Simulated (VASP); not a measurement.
# Pm (Fm-3m) in VASP: further runs, part 2 of 2

VASP 6.6.1. Earlier steps stand in the parts before.

## (4) Single point, LDA, collinear spin, ferromagnetic start

Contents of INCAR:

```
PREC     = Accurate       # precision mode
ENCUT    = 550            # plane-wave cutoff, eV
EDIFF    = 1E-4           # SCF threshold, eV
ISMEAR   = -1             # smearing method
SIGMA    = 0.2            # smearing width, eV
LREAL    = F              # projectors in reciprocal space
LASPH    = T              # aspherical terms in the spheres
NELM     = 100            # most SCF steps
ALGO     = Normal         # electronic algorithm
ISIF     = 2              # what is computed and relaxed
LWAVE    = F              # write WAVECAR
LCHARG   = F              # write CHGCAR
ISPIN    = 2              # spin polarisation
MAGMOM   = 4              # initial moments
LORBIT   = 11             # projections on sites
LMAXMIX  = 6              # l up to which the mixer works
GGA      = CA             # functional
NBANDS   = 18             # bands
ADDGRID  = F
```

Contents of KPOINTS:

```
Automatic mesh
0
Gamma
  9 9 9
```

Contents of POSCAR:

```
Pm
1.0
   -0.0555010000      2.5655700000      2.5293400000
    2.5242190000     -0.0080540000      2.4818930000
    2.6229240000      2.6168280000     -0.1067590000
Pm
1
Direct
    0.0077670000      0.0042080000     -0.0216400000
```

Potentials or basis: VASP PAW PBE potentials, release 64 (Pm).

On the command line:

```bash
> cat potpaw_PBE.64/Pm/POTCAR > POTCAR
> mpirun -np 1 vasp_std > vasp.out
```

OUTCAR:

```text
PREC = Accurate
   ENCUT = 550
   EDIFF = 1E-4
   ISMEAR = -1
   LREAL = F
   LASPH = T
   NELM = 100
   ISIF = 2
   ISPIN = 2
   LORBIT = 11
   GGA = CA

 Found    365 irreducible k-points:

 Following reciprocal coordinates:
            Coordinates               Weight
  0.000000  0.000000  0.000000      1.000000
  0.111111  0.000000  0.000000      2.000000
  0.222222  0.000000  0.000000      2.000000
  0.333333 -0.000000  0.000000      2.000000
  0.444444  0.000000  0.000000      2.000000
  0.000000  0.111111 -0.000000      2.000000
   k-points           NKPTS =    365   k-points in BZ     NKDIM =    365   number of bands    NBANDS=     18
   number of dos      NEDOS =    301   number of ions     NIONS =      1
   total plane-waves  NPLWV =  21952
   dimension x,y,z NGX =    28 NGY =   28 NGZ =   28
   dimension x,y,z NGXF=    56 NGYF=   56 NGZF=   56
   ions per type =               1
   NGX,Y,Z   is equivalent  to a cutoff of  12.92, 13.15, 12.56 a.u.
   NGXF,Y,Z  is equivalent  to a cutoff of  25.84, 26.30, 25.12 a.u.
 SYSTEM =  unknown system
   PREC   = accura    normal or accurate (medium, high low for compatibility)
   ISTART =      0    job   : 0-new  1-cont  2-samecut
   ICHARG =      2    charge: 1-file 2-atom 10-const
   ISPIN  =      2    spin polarized calculation?
   LNONCOLLINEAR =      F non collinear calculations
   LSORBIT =      F    spin-orbit coupling
   LASPH  =      T    aspherical Exc in radial PAW
   ENCUT  =  550.0 eV  40.42 Ry    6.36 a.u.   6.89  6.77  7.09*2*pi/ulx,y,z
   NELM   =    100;   NELMIN=  2; NELMDL= -5     # of ELM steps
   EDIFF  = 0.1E-03   stopping-criterion for ELM
   LREAL  =      F    real-space projection
   EDIFFG = 0.1E-02   stopping-criterion for IOM
   NSW    =      0    number of steps for IOM
   IBRION =     -1    ionic relax: 0-MD 1-quasi-New 2-CG
[... 15 lines left out ...]
     AMIX_MAG =   1.60;   BMIX_MAG =  1.00
  volume/ion in A,a.u.               =      34.51       232.91
  Fermi-wavevector in a.u.,A,eV,Ry     =   1.240052  2.343359 20.922083  1.537730
  Thomas-Fermi vector in A             =   2.374509
   LORBIT       =     11    0 simple, 1 ext, 2 COOP (PROOUT), +10 PAW based schemes
[... 5 lines left out ...]
   LRPA    =     F    only Hartree local field effects (RPA)
 spin polarized calculation
  energy-cutoff  :      550.00
  volume of cell :       34.51
 maximum number of plane-waves:      1031
   NGX = 13   NGY = 13   NGZ = 15

 number of electron      15.0000000 magnetization       5.0964650

 Free energy of the ion-electron system (eV)
  ---------------------------------------------------
  ext. energy  EPLUGINS =         0.00000000
  ---------------------------------------------------
  free energy    TOTEN  =        -8.47186981 eV

  energy without entropy =       -7.53738012  energy(sigma->0) =       -8.00462497

 E-fermi :   5.5625     XC(G=0): -10.0579

 val. band max:        5.5618270611   @ k =   0.1111   0.3333   0.1111
 cond. band min:       5.5626930017   @ k =   0.1111   0.2222   0.1111
 fundamental gap:      0.0008659405
 Fermi energy:         5.5624884095

 spin component 1

 k-point     1 :       0.0000    0.0000    0.0000
  band No.  band energies     occupation
      1     -32.8925      1.00000
      2     -12.9634      1.00000
      3     -12.9028      1.00000
      4     -12.8562      1.00000
      5       1.4280      1.00000
      6       5.1098      0.90580
[... 10 lines left out ...]
     17       9.8520      0.00000
     18      14.8843      0.00000

 k-point     2 :       0.1111    0.0000    0.0000
  band No.  band energies     occupation
      1     -32.8794      1.00000
      2     -13.0526      1.00000
      3     -12.9591      1.00000
      4     -12.8745      1.00000
      5       1.7745      1.00000
      6       5.0908      0.91361
[... 10 lines left out ...]
     17       9.6967      0.00000
     18      15.5226      0.00000

 k-point     3 :       0.2222    0.0000    0.0000
  band No.  band energies     occupation
      1     -32.8461      1.00000
      2     -13.3725      1.00000
      3     -12.9926      1.00000
      4     -12.9192      1.00000
      5       2.6234      1.00000
      6       5.0839      0.91630
[... 10 lines left out ...]
     17       9.7757      0.00000
     18      15.2484      0.00000

 k-point     4 :       0.3333   -0.0000    0.0000
  band No.  band energies     occupation
      1     -32.8078      1.00000
      2     -13.7173      1.00000
      3     -13.0263      1.00000
      4     -12.9687      1.00000
      5       3.3716      0.99998
      6       5.1796      0.87154
[... 10 lines left out ...]
     17      10.6933      0.00000
     18      14.4255      0.00000

 k-point     5 :       0.4444    0.0000    0.0000
  band No.  band energies     occupation
      1     -32.7826      1.00000
      2     -13.9312      1.00000
      3     -13.0482      1.00000
      4     -13.0002      1.00000
      5       3.5967      0.99995
      6       5.1500      0.88720
[... 10 lines left out ...]
     17      11.6723      0.00000
     18      14.2945      0.00000

 k-point     6 :       0.0000    0.1111   -0.0000
  band No.  band energies     occupation
      1     -32.8774      1.00000
      2     -13.0278      1.00000
      3     -12.9708      1.00000
      4     -12.9050      1.00000
      5       1.7943      1.00000
      6       5.0891      0.91426
[... 10 lines left out ...]
     17       9.6353      0.00000
     18      15.5550      0.00000

 [... further k-points ...]

 spin component 2

 k-point     1 :       0.0000    0.0000    0.0000
  band No.  band energies     occupation
      1     -30.9341      1.00000
      2     -11.3966      1.00000
      3     -11.3264      1.00000
      4     -11.2733      1.00000
      5       2.1367      1.00000
      6       7.6855      0.00002
[... 10 lines left out ...]
     17      10.7729      0.00000
     18      15.9040      0.00000

 k-point     2 :       0.1111    0.0000    0.0000
  band No.  band energies     occupation
      1     -30.9191      1.00000
      2     -11.4976      1.00000
      3     -11.3903      1.00000
      4     -11.2936      1.00000
      5       2.4963      1.00000
      6       7.3084      0.00016
[... 10 lines left out ...]
     17      10.6406      0.00000
     18      16.5036      0.00000

 k-point     3 :       0.2222    0.0000    0.0000
  band No.  band energies     occupation
      1     -30.8810      1.00000
      2     -11.8579      1.00000
      3     -11.4280      1.00000
      4     -11.3430      1.00000
      5       3.3695      0.99998
      6       6.9013      0.00124
[... 10 lines left out ...]
     17      10.7898      0.00000
     18      16.0716      0.00000

 k-point     4 :       0.3333   -0.0000    0.0000
  band No.  band energies     occupation
      1     -30.8371      1.00000
      2     -12.2429      1.00000
      3     -11.4654      1.00000
      4     -11.3977      1.00000
      5       4.1297      0.99923
      6       7.0715      0.00053
[... 10 lines left out ...]
     17      11.7331      0.00000
     18      15.3109      0.00000

 k-point     5 :       0.4444    0.0000    0.0000
  band No.  band energies     occupation
      1     -30.8081      1.00000
      2     -12.4802      1.00000
      3     -11.4897      1.00000
      4     -11.4324      1.00000
      5       4.3509      0.99767
      6       7.5247      0.00005
[... 10 lines left out ...]
     17      12.7122      0.00000
     18      15.2491      0.00000

 k-point     6 :       0.0000    0.1111   -0.0000
  band No.  band energies     occupation
      1     -30.9169      1.00000
      2     -11.4681      1.00000
      3     -11.4043      1.00000
      4     -11.3279      1.00000
      5       2.5153      1.00000
      6       7.3905      0.00011
[... 10 lines left out ...]
     17      10.5852      0.00000
     18      16.5170      0.00000

 [... further k-points ...]
[... 5 lines left out ...]
  --------------------------------------------------------------------------------------
  -------------------------------------------------------------------------------------
  Total       -0.3967735     -0.4047896     -0.3604440     -0.0649936      0.0925243      0.2393081
  in kB      -18.4186382    -18.7907550    -16.7321825     -3.0170684      4.2950762     11.1089282
  external PRESSURE =     -17.9805252 kB  Pullay stress =       0.0000000 kB

 VOLUME and BASIS-vectors are now :
 -----------------------------------------------------------------------------
  energy-cutoff  :      550.00
  volume of cell :       34.51
      direct lattice vectors                 reciprocal lattice vectors
    -0.055501000  2.565570000  2.529340000    -0.188150331  0.196421533  0.191996440
     2.524219000 -0.008054000  2.481893000     0.199708474 -0.192047705  0.199180755
     2.622924000  2.616828000 -0.106759000     0.185079531  0.188976904 -0.187622612

 POSITION                                       TOTAL-FORCE (eV/Angst)
 -----------------------------------------------------------------------------------
      2.57635      2.58009     -0.07436         0.000000     -0.000000      0.000000
 -----------------------------------------------------------------------------------
    total drift:                               -0.000001      0.000004     -0.000001

  FREE ENERGIE OF THE ION-ELECTRON SYSTEM (eV)
  ---------------------------------------------------
  free  energy   TOTEN  =        -8.4718698147 eV

  energy  without entropy=       -7.5373801157  energy(sigma->0) =       -8.00462497

 total charge

# of ion       s       p       d       f       tot
--------------------------------------------------
    1        2.047   5.471   0.500   4.392  12.410

 magnetization (x)

# of ion       s       p       d       f       tot
--------------------------------------------------
    1        0.000   0.028   0.163   4.374   4.565
```

Run time: 3.3 min. Hardware: 1 thread of Intel Xeon 6975P-C (Granite Rapids), shared host; peak memory 0.47 GiB.

These settings aren't checked as converged: the numbers below hold their error.

Results:

```
Free energy                                           : -8.4719 eV
Pressure                                              : -1.8 GPa
Band gap on the k mesh                                : none (metal or under the smearing width)
Net moment                                            : 5.10 μB per cell
Site moments                                          : Pm +4.57 μB
Valence electrons inside the program's atomic spheres : Pm 12.41
```

Caveat: the magnetic or orbital state may not be the lowest; the PAW data sets were made with another functional, which shifts forces and pressure a little; spin-orbit coupling is left out, which moves the levels of the heavy elements.

## (5) Single point, LDA, collinear spin, ferromagnetic start

This run uses another cell than the first one, of the same volume but with other edges.

Changes to INCAR since step 4:

```diff
@@ -1,4 +1,4 @@
 PREC     = Accurate       # precision mode
-ENCUT    = 550            # plane-wave cutoff, eV
-EDIFF    = 1E-4           # SCF threshold, eV
+ENCUT    = 450            # plane-wave cutoff, eV
+EDIFF    = 1E-6           # SCF threshold, eV
 ISMEAR   = -1             # smearing method
```

Contents of KPOINTS:

```
Automatic mesh
0
Gamma
  11 11 11
```

Contents of POSCAR:

```
Pm
1.0
    0.0000000000      2.5841748100      2.5841748100
    2.5841748100      0.0000000000      2.5841748100
    2.5841748100      2.5841748100      0.0000000000
Pm
1
Direct
    0.0000000000      0.0000000000      0.0000000000
```

On the command line:

```bash
> cat potpaw_PBE.64/Pm/POTCAR > POTCAR
> mpirun -np 1 vasp_std > vasp.out
```

Wall time 36 s (1 thread of Intel Xeon 6975P-C (Granite Rapids), shared host); peak memory 0.19 GiB.

These settings aren't checked as converged: the numbers below hold their error.

What came out:

```
Free energy                                           : -8.4757 eV
Pressure                                              : -2.7 GPa
Band gap on the k mesh                                : none (metal or under the smearing width)
Net moment                                            : 5.10 μB per cell
Site moments                                          : Pm +4.56 μB
Valence electrons inside the program's atomic spheres : Pm 12.41
```

Caveat: the magnetic or orbital state may not be the lowest; the PAW data sets were made with another functional, which shifts forces and pressure a little; spin-orbit coupling is left out, which moves the levels of the heavy elements.

## (6) Single point, LDA, collinear spin, ferromagnetic start

INCAR is that of step 5.

KPOINTS is that of step 5.

Contents of POSCAR:

```
Pm
1.0
   -0.0555010000      2.5655700000      2.5293400000
    2.5242190000     -0.0080540000      2.4818930000
    2.6229240000      2.6168280000     -0.1067590000
Pm
1
Direct
    0.0077670000      0.0042080000     -0.0216400000
```

Potentials or basis: VASP PAW PBE potentials, release 64 (Pm).

On the command line:

```bash
> cat potpaw_PBE.64/Pm/POTCAR > POTCAR
> mpirun -np 1 vasp_std > vasp.out
```

OUTCAR:

```text
PREC = Accurate
   ENCUT = 450
   EDIFF = 1E-6
   ISMEAR = -1
   LREAL = F
   LASPH = T
   NELM = 100
   ISIF = 2
   ISPIN = 2
   LORBIT = 11
   GGA = CA

 Found    666 irreducible k-points:

 Following reciprocal coordinates:
            Coordinates               Weight
  0.000000  0.000000  0.000000      1.000000
  0.090909  0.000000  0.000000      2.000000
  0.181818  0.000000  0.000000      2.000000
  0.272727 -0.000000  0.000000      2.000000
  0.363636  0.000000  0.000000      2.000000
  0.454545 -0.000000  0.000000      2.000000
   k-points           NKPTS =    666   k-points in BZ     NKDIM =    666   number of bands    NBANDS=     18
   number of dos      NEDOS =    301   number of ions     NIONS =      1
   total plane-waves  NPLWV =  18816
   dimension x,y,z NGX =    28 NGY =   24 NGZ =   28
   dimension x,y,z NGXF=    56 NGYF=   48 NGZF=   56
   ions per type =               1
   NGX,Y,Z   is equivalent  to a cutoff of  12.92, 11.27, 12.56 a.u.
   NGXF,Y,Z  is equivalent  to a cutoff of  25.84, 22.54, 25.12 a.u.
 SYSTEM =  unknown system
   PREC   = accura    normal or accurate (medium, high low for compatibility)
   ISTART =      0    job   : 0-new  1-cont  2-samecut
   ICHARG =      2    charge: 1-file 2-atom 10-const
   ISPIN  =      2    spin polarized calculation?
   LNONCOLLINEAR =      F non collinear calculations
   LSORBIT =      F    spin-orbit coupling
   LASPH  =      T    aspherical Exc in radial PAW
[... 189 lines left out ...]

 k-point     1 :       0.0000    0.0000    0.0000
  band No.  band energies     occupation
      1     -30.9341      1.00000
      2     -11.3960      1.00000
      3     -11.3269      1.00000
      4     -11.2746      1.00000
      5       2.1374      1.00000
      6       7.6861      0.00002
[... 103 lines left out ...]
      5       4.3562      0.99763
      6       7.5226      0.00006
[... 10 lines left out ...]
     17      12.7656      0.00000
     18      15.2950      0.00000

 [... further k-points ...]
[... 5 lines left out ...]
  --------------------------------------------------------------------------------------
  -------------------------------------------------------------------------------------
  Total       -0.5264057     -0.5336678     -0.4914380     -0.0618497      0.0886501      0.2306449
  in kB      -24.4363003    -24.7734115    -22.8130626     -2.8711262      4.1152290     10.7067742
  external PRESSURE =     -24.0075915 kB  Pullay stress =       0.0000000 kB

 VOLUME and BASIS-vectors are now :
 -----------------------------------------------------------------------------
  energy-cutoff  :      450.00
  volume of cell :       34.51
      direct lattice vectors                 reciprocal lattice vectors
    -0.055501000  2.565570000  2.529340000    -0.188150331  0.196421533  0.191996440
     2.524219000 -0.008054000  2.481893000     0.199708474 -0.192047705  0.199180755
     2.622924000  2.616828000 -0.106759000     0.185079531  0.188976904 -0.187622612

 POSITION                                       TOTAL-FORCE (eV/Angst)
 -----------------------------------------------------------------------------------
      2.57635      2.58009     -0.07436         0.000000      0.000000     -0.000000
 -----------------------------------------------------------------------------------
    total drift:                                0.000006      0.000001     -0.000001

  FREE ENERGIE OF THE ION-ELECTRON SYSTEM (eV)
  ---------------------------------------------------
  free  energy   TOTEN  =        -8.4670961760 eV

  energy  without entropy=       -7.5318854219  energy(sigma->0) =       -7.99949080

 total charge

# of ion       s       p       d       f       tot
--------------------------------------------------
    1        2.046   5.475   0.500   4.391  12.412

 magnetization (x)

# of ion       s       p       d       f       tot
--------------------------------------------------
    1        0.000   0.026   0.164   4.372   4.563
```

stdout:

```text
POSCAR found type information on POSCAR Pm
 POSCAR found :  1 types and       1 ions
 scaLAPACK will be used
 -----------------------------------------------------------------------------
|                                                                             |
|                                                                             |
|     You enforced a specific xc type in the INCAR file but a different       |
|     I HOPE YOU KNOW WHAT YOU ARE DOING!                                     |
|                                                                             |
 -----------------------------------------------------------------------------

 LDA part: xc-table for (Slater(with rela. corr.)+CA(PZ))
 , standard interpolation
 POSCAR, INCAR and KPOINTS ok, starting setup
 FFT: planning ... GRIDC
 FFT: planning ... GRID_SOFT
 FFT: planning ... GRID
 WAVECAR not read
 entering main loop
```

Wall time 5.8 min (1 thread of Intel Xeon 6975P-C (Granite Rapids), shared host); peak memory 0.58 GiB.

These settings aren't checked as converged: the numbers below hold their error.

What came out:

- Free energy: -8.4671 eV
- Pressure: -2.4 GPa
- Band gap on the k mesh: none (metal or under the smearing width)
- Net moment: 5.10 μB per cell
- Site moments: Pm +4.56 μB
- Valence electrons inside the program's atomic spheres: Pm 12.41

Caveat: the magnetic or orbital state may not be the lowest; the PAW data sets were made with another functional, which shifts forces and pressure a little; spin-orbit coupling is left out, which moves the levels of the heavy elements.
